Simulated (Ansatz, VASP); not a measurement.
# BiTe: VASP and Ansatz over several settings

```xyz
2
Lattice="2.4227 1.3988 3.3173 -2.4227 1.3988 3.3173 0.0000 -2.7975 3.3173" Properties=species:S:1:pos:R:3 pbc="T T T"
Bi    0.0000    0.0000    4.9759
Te    0.0000    0.0000    0.0000
```

The cell comes from a database or a generator and needn't be the stable form of this composition.

Single points on this cell with VASP 6.6.1 and Ansatz 0.2.0. Each row is one pair of runs. Alike in all rows: spin: off; k mesh: 7 × 7 × 7; VASP's potentials, cutoff: VASP PAW PBE potentials, release 64 (Bi_d, Te), 520 eV.

| level | smearing | Ansatz's potentials, cutoff | gap on the k mesh at the Fermi level (eV), VASP | gap on the k mesh at the Fermi level (eV), Ansatz | pressure (GPa), VASP | pressure (GPa), Ansatz | largest component of the traceless stress (GPa), VASP | largest component of the traceless stress (GPa), Ansatz |
| --- | --- | --- | --- | --- | --- | --- | --- | --- |
| RPBE | gaussian, width 0.05 eV | Ansatz PAW, 420 eV | none | none | 1.4 | 1.5 | 0.24 | 0.23 |
| RPBE+D3(BJ) | tetrahedron | Ansatz PAW, 420 eV | none | none | -14.3 | -14.3 | 0.25 | 0.26 |
| PBE | gaussian, width 0.019 eV | Ansatz PAW, 420 eV | none | none | 0.1 | 0.2 | 0.16 | 0.16 |
| PBE | gaussian, width 0.023 eV | Ansatz PAW, 420 eV | none | none | 0.1 | 0.2 | 0.16 | 0.16 |
| PBE | gaussian, width 0.024 eV | Ansatz PAW, 420 eV | none | none | 0.1 | 0.2 | 0.16 | 0.16 |
| PBE | gaussian, width 0.029 eV | Ansatz PAW, 420 eV | ? | none | ? | 0.2 | ? | 0.16 |
| PBE | gaussian, width 0.03 eV | Ansatz PAW, 420 eV | none | none | 0.1 | 0.2 | 0.16 | 0.16 |
| PBE | fermi-dirac, width 0.05 eV | Ansatz PAW earlier set, 600 eV | none | none | 0.1 | 0.2 | 0.06 | 0.07 |

Problem. Fill in what VASP gave in row 6.

Solution. gap on the k mesh at the Fermi level (eV): none; pressure (GPa): 0.1; largest component of the traceless stress (GPa): 0.16.

A gap of «none» marks a metal or a gap that the smearing closes.

Caveats: spin-orbit coupling is left out, which moves the levels of the heavy elements; pairwise dispersion overbinds metals, which lowers pressure and volume (some rows); the PAW data sets were made with another functional, which shifts forces and pressure a little (VASP); tetrahedron occupations give inexact forces and stress in metals (VASP); the PAW data sets come from PBE, with cores solved anew for the run's functional, which leaves a small shift of forces and pressure (Ansatz); with tetrahedron occupations forces and stress needn't match the slope of the energy (Ansatz).
